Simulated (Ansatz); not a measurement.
# Pt: convergence with LAPW's basis error target

Aim: hold Pt and all else fixed and vary LAPW's basis error target, to see how far energy and properties move.

Method: DFT, PBE, all-electron LAPW, scalar-relativistic, in Ansatz 0.2.0.

1 further run of the same task is left out (set aside as unsound or not needed).

**1. The system as given**

It takes space group Pm-3m (No. 221, cubic). Conventional cell: a = 2.625 Å, b = 2.625 Å, c = 2.625 Å, α = 90.00°, β = 90.00°, γ = 90.00°. Pt (site symmetry m-3m) is surrounded by 6 Pt at 2.62 Å.

Coordinates:

```
CELL_PARAMETERS angstrom
2.62495 0.00000 0.00000
0.00000 2.62495 0.00000
0.00000 0.00000 2.62495
ATOMIC_POSITIONS crystal
Pt 0.00000 0.00000 0.00000
```

The cell was relaxed by PAW from a hypothetical start (sc type); it needn't be the stable phase of this composition.

**2. With basis error target 0.03 eV/atom**

input.yaml

```yaml
crystal:
  lattice:
    - [2.6249474257, 0.0, 0.0]
    - [0.0, 2.6249474257, 0.0]
    - [0.0, 0.0, 2.6249474257]
  atoms:
    - { symbol: Pt, position: [0.0, 0.0, 0.0] }
kpoints:
  mp_grid: { grid: [12, 12, 12] }
scf:
  occupations: { method: fermi_dirac, width: 0.08 }
hamiltonian:
  xc: pbe
  pseudopotentials: { kind: all_electron, lapw: { basis_error: 0.03 } }
output:
  forces: true
  stress: true
  eigenvalues: true
```

**3. With basis error target 0.01 eV/atom**

input.yaml: that of step 2 with these lines changed.

```diff
@@ -13,3 +13,3 @@
   xc: pbe
-  pseudopotentials: { kind: all_electron, lapw: { basis_error: 0.03 } }
+  pseudopotentials: { kind: all_electron, lapw: { basis_error: 0.01 } }
 output:
```

**4. With basis error target 0.003 eV/atom**

input.yaml: that of step 3 with these lines changed.

```diff
@@ -13,3 +13,3 @@
   xc: pbe
-  pseudopotentials: { kind: all_electron, lapw: { basis_error: 0.01 } }
+  pseudopotentials: { kind: all_electron, lapw: { basis_error: 0.003 } }
 output:
```

**5. With basis error target 0.0001 eV/atom**

input.yaml: that of step 4 with these lines changed.

```diff
@@ -13,3 +13,3 @@
   xc: pbe
-  pseudopotentials: { kind: all_electron, lapw: { basis_error: 0.003 } }
+  pseudopotentials: { kind: all_electron, lapw: { basis_error: 0.0001 } }
 output:
```

(Steps that only read results are left out.)

Before running it: what results should come out? Wanted: energy error of the loosest run; pressure, lowest to highest.

As calculated:

```
                              quantity                     value
energy error of the loosest run (LAPW)              8.4 meV/atom
                within 1 meV/atom from  basis error target 0.003
    pressure, lowest to highest (LAPW)         -0.01 to 0.07 GPa
```

The loosest usable run is off by 8.4 meV/atom from the tightest; from basis error target 0.003 on, all lie within 1 meV/atom of it. The energy falls at every step, as a growing basis should make it. The pressure spans 0.07 GPa (LAPW). The tightest run took 15 s against 5.2 s for the loosest. Spin-orbit coupling is left out, though the cell holds Pt; in elements this heavy it can shift bands and gaps by tenths of an eV.
